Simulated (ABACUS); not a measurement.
The system is Pr.

```
Pr
1.0
    -2.19447    2.19447    1.88595
     2.19447   -2.19447    1.88595
     2.19447    2.19447   -1.88595
Pr
1
Cartesian
  0.0000 0.0000 0.0000
```

This isn't the form of Pr at room conditions, which is double hcp.

| Property | Result |
| --- | --- |
| Program | ABACUS 3.10.1 |
| Task | single point |
| Functional | PBE |
| Potentials or basis | PseudoDojo NC SR 0.4.1 PBE standard, lanthanides 3+ (f in core) |
| Cutoff | 667 eV |
| Density cutoff | 2667 eV |
| Basis | plane waves |
| k mesh | 9 × 9 × 9 |
| Occupations | fermi-dirac, width 0.05 eV |
| Spin | collinear spin, ferromagnetic start |
| Starting moments | [1.0] μB |

On this cell: net moment 0.00 μB per cell; band gap on the k mesh none (metal or under the smearing width).

The same run follows on a disturbed copy (cell strained at random at fixed volume):

```
CELL_PARAMETERS angstrom
-2.24270 2.20295 1.98303
2.20422 -2.10893 1.82885
2.23130 2.09752 -1.87363
ATOMIC_POSITIONS crystal
Pr 0.99622 0.01064 0.00702
```

What does the disturbed cell give?

The energy (extrapolated to zero smearing) moves by +5.7 meV/atom; net moment 0.00 μB per cell; band gap on the k mesh none (metal or under the smearing width).

Caveats: the magnetic or orbital state may not be the lowest; all typed moments are zero, and the program then starts from 1 μB on every atom; spin-orbit coupling is left out, which moves the levels of the heavy elements; the 4f electrons are frozen in the core as for a trivalent ion, so they carry no moment and show no levels.
